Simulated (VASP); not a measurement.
Write the native input for VASP 6.6.1 that does the following.

| Property | Result |
| --- | --- |
| Task | relaxation of cell and atoms |
| Functional | PBE |
| Potentials or basis | VASP PAW PBE potentials, release 64 (Cu) |
| Cutoff | 600 eV |
| k mesh | 6 × 6 × 6 |
| Occupations | gaussian, width 0.1 eV |
| Spin | no spin polarisation |
| Dipole correction | no |
| Further INCAR settings | ALGO = Fast; EDIFF = 1e-06; IBRION = 2; EDIFFG = -0.04; NSW = 90; ISIF = 3 |

The structure of Cu lies in POSCAR:

```
Cu
1.0
    3.2912143951      0.0000000000      0.0000000000
   -0.9234885466      3.5372418860      0.0000000000
    0.8120575218      0.5433537704      3.5517843250
Cu
3
Direct
    0.4407252968      0.7937067373      0.7277421158
    0.7155440028      0.4996025474      0.4563508236
    0.6868230745      0.5092111155      0.9824336818
```

The cell was built by a generator and needn't be a form met in nature.

The cell isn't the ideal one: random cell without symmetry.

One way to write it, as run:

INCAR

```
SYSTEM = Cu
PREC = Accurate ; ENCUT = 600
EDIFF = 1E-6 ; ISMEAR = 0
SIGMA = 0.1 ; LREAL = .False.
LASPH = .True. ; NELM = 100
ALGO = Fast ; ISIF = 3
LWAVE = .False. ; LCHARG = .False.
GGA = PE ; IBRION = 2
NSW = 90 ; EDIFFG = -0.04
```

KPOINTS

```
regular mesh
0
Gamma
  6 6 6
  0 0 0
```

Potentials or basis: VASP PAW PBE potentials, release 64 (Cu).

Run with:

```sh
$ cat potpaw_PBE.64/Cu/POTCAR > POTCAR
$ mpirun -np 1 vasp_std > vasp.out
```

Results of the run:

| Quantity | Value |
| --- | --- |
| Relaxed volume | 12.03 Å³/atom |
| Relaxed cell | a = 2.616 Å, b = 3.569 Å, c = 4.451 Å, α = 66.54°, β = 72.88°, γ = 90.11° |
| Space group after relaxing (to 0.05 Å) | I4/mmm (No. 139) |
| Energy gained by relaxing | 3405.3 meV/atom |
| Ionic steps | 55 |
| Pressure after relaxing | 0.1 GPa |
| Largest force after relaxing | 0.016 eV/Å |
| Band gap on the k mesh | none (metal or under the smearing width) |

Wall time 61 min on 1 thread of Intel(R) Xeon(R) 6975P-C (Granite Rapids), on a shared host, peak memory 0.29 GiB.
